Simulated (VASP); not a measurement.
## CdI2 (1T (CdI2) bulk): one PBE0 single-point calculation in two programs

```
CELL_PARAMETERS angstrom
4.24701 0.00000 0.00000
-2.12350 3.67802 0.00000
0.00000 0.00000 6.89503
ATOMIC_POSITIONS crystal
Cd 0.00000 0.00000 0.00000
I 0.33333 0.66667 0.24939
I 0.66667 0.33333 0.75061
```

Each program uses its own PAW datasets. VASP's cell holds 26 valence electrons and Ansatz's 54. Ansatz's stress includes a Pulay correction; VASP's doesn't.

Cutoffs: 520 eV in VASP, 420 eV in Ansatz. k meshes: 6×6×4 and 6×6×4.

|  | VASP | Ansatz |
| --- | --- | --- |
| gap between bands v and c | 4.01 eV | 4.00 eV |
| least direct gap | 4.28 eV | 4.32 eV |
| pressure | 0.8 GPa | 0.7 GPa |
| largest force | 0.07 eV/Å | 0.09 eV/Å |

Band v is the last that the valence electrons fill when counted band by band, and c is the next. Levels in eV from the top of v, Ansatz:

```
point    v−1      v     c   c+1
    Γ  -0.18  -0.18  4.14  6.08
    M  -0.77  -0.16  4.29  6.64
    K  -1.21  -1.21  4.34  8.79
    A  -0.02  -0.02  5.34  6.14
    L  -0.57  -0.50  4.01  6.53
    H  -0.33  -0.33  5.20  7.19
```

VASP:

```json
{"point": "Γ", "v−1": "-0.18", "v": "-0.17", "c": "4.12", "c+1": "6.08"}
{"point": "M", "v−1": "-0.76", "v": "-0.16", "c": "4.30", "c+1": "6.64"}
{"point": "K", "v−1": "-1.20", "v": "-1.20", "c": "4.35", "c+1": "8.79"}
{"point": "A", "v−1": "-0.02", "v": "-0.02", "c": "5.32", "c+1": "6.13"}
{"point": "L", "v−1": "-0.57", "v": "-0.50", "c": "4.01", "c+1": "6.54"}
{"point": "H", "v−1": "-0.32", "v": "-0.32", "c": "5.21", "c+1": "7.19"}
```

Forces (eV/Å), VASP:

```json
{"atom": "Cd", "Fx": "0.000", "Fy": "0.000", "Fz": "0.000"}
{"atom": "I", "Fx": "0.000", "Fy": "0.000", "Fz": "-0.072"}
{"atom": "I", "Fx": "0.000", "Fy": "0.000", "Fz": "0.072"}
```

Ansatz:

| atom | Fx | Fy | Fz |
| --- | --- | --- | --- |
| Cd | 0.000 | 0.000 | 0.000 |
| I | 0.000 | 0.000 | -0.085 |
| I | 0.000 | 0.000 | 0.085 |
